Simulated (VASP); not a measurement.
Input of a VASP 6.6.1 run:

Contents of INCAR:

```
PREC     = Accurate       # precision mode
ENCUT    = 520            # plane-wave cutoff, eV
EDIFF    = 1E-6           # SCF threshold, eV
ISMEAR   = 0              # smearing method
SIGMA    = 0.1            # smearing width, eV
LREAL    = F              # projectors in reciprocal space
LASPH    = T              # aspherical terms in the spheres
NELM     = 100            # most SCF steps
ALGO     = Normal         # electronic algorithm
ISIF     = 2              # what is computed and relaxed
LWAVE    = F              # write WAVECAR
LCHARG   = F              # write CHGCAR
GGA      = PE             # functional
NBANDS   = 18             # bands
```

Contents of KPOINTS:

```
Automatic mesh
0
Gamma
  6 6 4
```

Contents of POSCAR:

```
Au
1.0
    1.4113099650     -2.5559330250      0.0000000000
    1.4113099650      2.5559330250      0.0000000000
    0.0000000000      0.0000000000      4.8931696100
Au
2
Direct
    0.6653279700      0.3346720300      0.2500000000
    0.3346720300      0.6653279700      0.7500000000
```

Potentials or basis: VASP PAW PBE potentials, release 64 (Au).

The run is started by

```sh
$ cat potpaw_PBE.64/Au/POTCAR > POTCAR
$ mpirun -np 1 vasp_std > vasp.out
```

What does it give for the band gap on the k mesh?

None (metal or under the smearing width).

Estimate the largest force.

0.024 eV/Å.

What does it give for the pressure?

3.2 GPa.

Forces on the atoms (eV/Å):
```
Au   0.000  0.024  0.000
Au   0.000 -0.024  0.000
```

Caveat: the k mesh is coarse (spacing up to 0.42 Å⁻¹), so the values aren't converged. Spin-orbit coupling is left out, which matters for the levels of Au.
